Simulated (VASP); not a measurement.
# SnTe (Fm-3m) in VASP: notebook

The runs below take SnTe through relaxation of cell and atoms, with PBE.

All numbers are computed with VASP 6.6.1; they aren't measurements. Logs are shortened: lines on timing, memory, paths and dates and some standing lists are left out, and cuts for length are marked.

## Step 1: The structure

Symmetry: Fm-3m, No. 225, cubic system. Conventional cell: a = 6.302 Å, b = 6.302 Å, c = 6.302 Å, α = 90.00°, β = 90.00°, γ = 90.00°. Sn (site symmetry m-3m) has 6 Te at 3.15 Å as nearest neighbours. Around Te (site symmetry m-3m) lie 6 Sn at 3.15 Å.

## Step 2: Relaxation of cell and atoms, PBE

INCAR

```
PREC = Accurate
ENCUT = 520
EDIFF = 1E-7
ISMEAR = 0
SIGMA = 0.02
LREAL = F
LASPH = T
NELM = 80
ALGO = Normal
ISIF = 3
LWAVE = F
LCHARG = F
GGA = PE
IBRION = 2
NSW = 80
EDIFFG = -0.15
```

KPOINTS

```
regular mesh
0
Gamma
  8 8 8
```

POSCAR

```
SnTe
1.0
    0.0000000000      3.1508500000      3.1508500000
    3.1508500000      0.0000000000      3.1508500000
    3.1508500000      3.1508500000      0.0000000000
Sn Te
1 1
Direct
    0.0000000000      0.0000000000      0.0000000000
    0.5000000000      0.5000000000      0.5000000000
```

Potentials or basis: VASP PAW PBE potentials, release 64 (Sn_d, Te).

The run is started by

```sh
cat potpaw_PBE.64/Sn_d/POTCAR potpaw_PBE.64/Te/POTCAR > POTCAR
mpirun -np 1 vasp_std > vasp.out
```

OUTCAR:

```text
PREC = Accurate
   ENCUT = 520
   EDIFF = 1E-7
   ISMEAR = 0
   LREAL = F
   LASPH = T
   NELM = 80
   ISIF = 3
   GGA = PE
   IBRION = 2
   NSW = 80
   EDIFFG = -0.15

 ion  position               nearest neighbor table
   1  0.000  0.000  0.000-   2 3.15   2 3.15   2 3.15   2 3.15   2 3.15   2 3.15
   2  0.500  0.500  0.500-   1 3.15   1 3.15   1 3.15   1 3.15   1 3.15   1 3.15

  LATTYP: Found a face centered cubic cell.
 ALAT       =     6.3017000000

  Lattice vectors:

 A1 = (   0.0000000000,   3.1508500000,   3.1508500000)
 A2 = (   3.1508500000,   0.0000000000,   3.1508500000)
 A3 = (   3.1508500000,   3.1508500000,   0.0000000000)

Analysis of symmetry for initial positions (statically):
=====================================================================
 Subroutine PRICEL returns:
 Original cell was already a primitive cell.

 Routine SETGRP: Setting up the symmetry group for a
 face centered cubic supercell.

 Subroutine GETGRP returns: Found 48 space group operations
 (whereof 48 operations were pure point group operations)
 out of a pool of 48 trial point group operations.

The static configuration has the point symmetry O_h .

Analysis of symmetry for dynamics (positions and initial velocities):
=====================================================================
 Subroutine PRICEL returns:
 Original cell was already a primitive cell.

 Routine SETGRP: Setting up the symmetry group for a
 face centered cubic supercell.

 Subroutine GETGRP returns: Found 48 space group operations
 (whereof 48 operations were pure point group operations)
 out of a pool of 48 trial point group operations.

The dynamic configuration has the point symmetry O_h .

 Subroutine INISYM returns: Found 48 space group operations
 (whereof 48 operations are pure point group operations),
 and found     1 'primitive' translations

----------------------------------------------------------------------------------------

                                     Primitive cell

  volume of cell :      62.5624

  direct lattice vectors                    reciprocal lattice vectors
     0.000000000  3.150850000  3.150850000    -0.158687338  0.158687338  0.158687338
     3.150850000  0.000000000  3.150850000     0.158687338 -0.158687338  0.158687338
     3.150850000  3.150850000  0.000000000     0.158687338  0.158687338 -0.158687338

  length of vectors
     4.455974803  4.455974803  4.455974803     0.274854533  0.274854533  0.274854533

  position of ions in fractional coordinates (direct lattice)
[... 150 lines left out ...]

 POSITION                                       TOTAL-FORCE (eV/Angst)
 -----------------------------------------------------------------------------------
      0.00000      0.00000      0.00000        -0.000000      0.000000      0.000000
      3.15085      3.15085      3.15085         0.000000     -0.000000     -0.000000
 -----------------------------------------------------------------------------------
    total drift:                               -0.000000      0.000000      0.000000

  FREE ENERGIE OF THE ION-ELECTRON SYSTEM (eV)
  ---------------------------------------------------
  free  energy   TOTEN  =        -7.5410029856 eV

  energy  without entropy=       -7.5410024377  energy(sigma->0) =       -7.54100271

--------------------------------------- Ionic step        2  -------------------------------------------

 number of electron      20.0000006 magnetization

 Free energy of the ion-electron system (eV)
  ---------------------------------------------------
  ext. energy  EPLUGINS =         0.00000000
  ---------------------------------------------------
  free energy    TOTEN  =        -7.56206245 eV

  energy without entropy =       -7.56206044  energy(sigma->0) =       -7.56206144

 E-fermi :   6.1953     XC(G=0):  -9.2113

 val. band max:        6.1530243113   @ k =   0.5000   0.0000   0.0000
 cond. band min:       6.2376483527   @ k =   0.5000   0.0000   0.0000
 fundamental gap:      0.0846240414
 Fermi energy:         6.1953363333

 k-point     1 :       0.0000    0.0000    0.0000
  band No.  band energies     occupation
      1     -15.7025      2.00000
      2     -15.7025      2.00000
      3     -15.7000      2.00000
      4     -15.7000      2.00000
      5     -15.7000      2.00000
      6      -6.1620      2.00000
      7       1.2686      2.00000
      8       4.2134      2.00000
      9       4.2134      2.00000
     10       4.2134      2.00000
     11       9.3979      0.00000
     12       9.3979      0.00000
     13       9.3979      0.00000
     14      11.0501      0.00000
[... 377 lines left out ...]
      1     -15.7084      2.00000
      2     -15.7042      2.00000
      3     -15.6977      2.00000
      4     -15.6961      2.00000
      5     -15.6938      2.00000
      6      -4.8830      2.00000
      7      -1.4915      2.00000
      8       2.7181      2.00000
      9       3.0597      2.00000
     10       5.2692      2.00000
     11       6.7371      0.00000
     12       8.9814      0.00000
     13       9.5467      0.00000
     14      12.2317      0.00000

 [... further k-points ...]

------------------------ aborting loop because EDIFF is reached ----------------------------------------

  FORCE on cell =-STRESS in cart. coord.  units (eV):
  Direction    XX          YY          ZZ          XY          YZ          ZX
  --------------------------------------------------------------------------------------
  -------------------------------------------------------------------------------------
  Total       -0.1902894     -0.1902894     -0.1902894      0.0000000     -0.0000000      0.0000000
  in kB       -4.5735002     -4.5735002     -4.5735002      0.0000000     -0.0000000      0.0000000
  external PRESSURE =      -4.5735002 kB  Pullay stress =       0.0000000 kB

 VOLUME and BASIS-vectors are now :
 -----------------------------------------------------------------------------
  energy-cutoff  :      520.00
  volume of cell :       66.66
      direct lattice vectors                 reciprocal lattice vectors
    -0.000000000  3.218218114  3.218218114    -0.155365479  0.155365479  0.155365479
     3.218218114 -0.000000000  3.218218114     0.155365479 -0.155365479  0.155365479
     3.218218114  3.218218114  0.000000000     0.155365479  0.155365479 -0.155365479

 POSITION                                       TOTAL-FORCE (eV/Angst)
 -----------------------------------------------------------------------------------
      3.21822     -0.00000      3.21822         0.000000      0.000000     -0.000000
      3.21822      3.21822      3.21822        -0.000000     -0.000000      0.000000
 -----------------------------------------------------------------------------------
    total drift:                                0.000000      0.000000      0.000000

  FREE ENERGIE OF THE ION-ELECTRON SYSTEM (eV)
  ---------------------------------------------------
  free  energy   TOTEN  =        -7.5620624474 eV

  energy  without entropy=       -7.5620604407  energy(sigma->0) =       -7.56206144

 reached required accuracy - stopping structural energy minimisation
```

OSZICAR:

```text
N       E                     dE             d eps       ncg     rms          rms(c)
DAV:   1     0.123747499542E+03    0.12375E+03   -0.96640E+03   812   0.163E+03
DAV:   2     0.288810795653E+01   -0.12086E+03   -0.11854E+03   842   0.367E+02
DAV:   3    -0.731030158152E+01   -0.10198E+02   -0.10059E+02  1034   0.985E+01
DAV:   4    -0.758023161519E+01   -0.26993E+00   -0.26981E+00   930   0.173E+01
[... 19 lines left out ...]
DAV:   7    -0.756206095352E+01   -0.37718E-06   -0.94258E-06   830   0.341E-02    0.450E-03
DAV:   8    -0.756206163441E+01   -0.68089E-06   -0.12350E-06   860   0.109E-02    0.355E-03
DAV:   9    -0.756206264153E+01   -0.10071E-05   -0.93472E-07   926   0.139E-02    0.109E-03
DAV:  10    -0.756206252585E+01    0.11569E-06   -0.94028E-08   568   0.454E-03    0.312E-04
DAV:  11    -0.756206244741E+01    0.78442E-07   -0.11342E-08   406   0.122E-03
   2 F= -.75620624E+01 E0= -.75620614E+01  d E =-.210595E-01
```

CONTCAR:

```text
SnTe
   1.00000000000000
    -0.0000000000000000    3.2182181143134518    3.2182181143134518
     3.2182181143134518   -0.0000000000000000    3.2182181143134518
     3.2182181143134518    3.2182181143134518    0.0000000000000000
  Sn              Te
     1     1
Direct
     0.0000000000000000    1.0000000000000000    0.0000000000000000
     0.5000000000000000    0.5000000000000000    0.5000000000000000

  0.00000000E+00  0.00000000E+00  0.00000000E+00
  0.00000000E+00  0.00000000E+00  0.00000000E+00
```

It took 49 s on 1 thread of Intel Xeon Platinum 8488C (Sapphire Rapids), shared host; peak memory 0.21 GiB.

Results:

```yaml
Free_energy: -7.5621 eV
Relaxed_volume: 33.33 Å³/atom
Relaxed_cell: a = 4.551 Å, b = 4.551 Å, c = 4.551 Å, α = 60.00°, β = 60.00°, γ = 60.00°
Space_group_after_relaxing_to_0.05_Å: Fm-3m (No. 225)
Energy_gained_by_relaxing: 10.5 meV/atom
Ionic_steps: 2
Pressure_after_relaxing: -0.5 GPa
Band_gap_on_the_k_mesh: 0.08 eV, direct
```

The path:
```csv
step,energy change (eV),largest force (eV/Å),pressure (GPa),volume (Å³)
1,0.0000,0.0000,2.27,62.56
2,-0.0211,0.0000,-0.46,66.66
```

Final structure:
```xyz
2
Lattice="0.0000 3.2182 3.2182 3.2182 0.0000 3.2182 3.2182 3.2182 0.0000" Properties=species:S:1:pos:R:3 pbc="T T T"
Sn    3.2182    0.0000    3.2182
Te    3.2182    3.2182    3.2182
```

Caveat: spin-orbit coupling is left out, which moves the levels of the heavy elements; the relaxation stopped at a loose force limit of 0.15 eV/Å, so its end isn't a converged minimum.

## Step 3: Relaxation of cell and atoms, PBE

This run uses another cell than the first one, of 33.33 Å³/atom, 1.066 times its volume.

INCAR is that of step 2.

KPOINTS is that of step 2.

POSCAR

```
SnTe                                    
1.0
   -0.0000000000      3.2182181143      3.2182181143
    3.2182181143     -0.0000000000      3.2182181143
    3.2182181143      3.2182181143      0.0000000000
  Sn              Te            
     1     1
Direct
     0.0000000000000000    1.0000000000000000    0.0000000000000000
     0.5000000000000000    0.5000000000000000    0.5000000000000000
```

Potentials or basis: VASP PAW PBE potentials, release 64 (Sn_d, Te).

The run is started by

```sh
cat potpaw_PBE.64/Sn_d/POTCAR potpaw_PBE.64/Te/POTCAR > POTCAR
mpirun -np 1 vasp_std > vasp.out
```

Wall time 31 s (1 thread of Intel Xeon Platinum 8488C (Sapphire Rapids), shared host); peak memory 0.21 GiB.

It converged, with:

```
Free energy             : -7.5628 eV
Pressure after relaxing : -0.5 GPa
Band gap on the k mesh  : 0.08 eV, direct
```

Final structure:
```cif
data_structure
_symmetry_space_group_name_H-M 'P 1'
_symmetry_Int_Tables_number 1
_cell_length_a 4.5512
_cell_length_b 4.5512
_cell_length_c 4.5512
_cell_angle_alpha 60.000
_cell_angle_beta 60.000
_cell_angle_gamma 60.000
_cell_volume 66.66
loop_
_atom_site_label
_atom_site_type_symbol
_atom_site_fract_x
_atom_site_fract_y
_atom_site_fract_z
_atom_site_occupancy
Sn1 Sn 0.00000 0.00000 0.00000 1
Te1 Te 0.50000 0.50000 0.50000 1
```

Levels at points of the mesh, in eV from the valence-band top:
```csv
k point,band 6,band 7,band 8,band 9,band 10,band 11,band 12,band 13,band 14
"(0.00, 0.00, 0.00)",-12.31,-4.88,-1.94,-1.94,-1.94,3.24,3.24,3.24,4.90
"(0.50, 0.00, 0.00)",-11.19,-7.98,-1.62,-1.62,0.00,0.08,0.49,0.49,7.67
"(0.50, 0.50, 0.00)",-10.94,-6.39,-5.10,-3.41,-3.41,2.45,4.65,4.65,5.96
```

Caveat: the relaxation stopped at its first step, so nothing moved; spin-orbit coupling is left out, which moves the levels of the heavy elements; the relaxation stopped at a loose force limit of 0.15 eV/Å, so its end isn't a converged minimum.
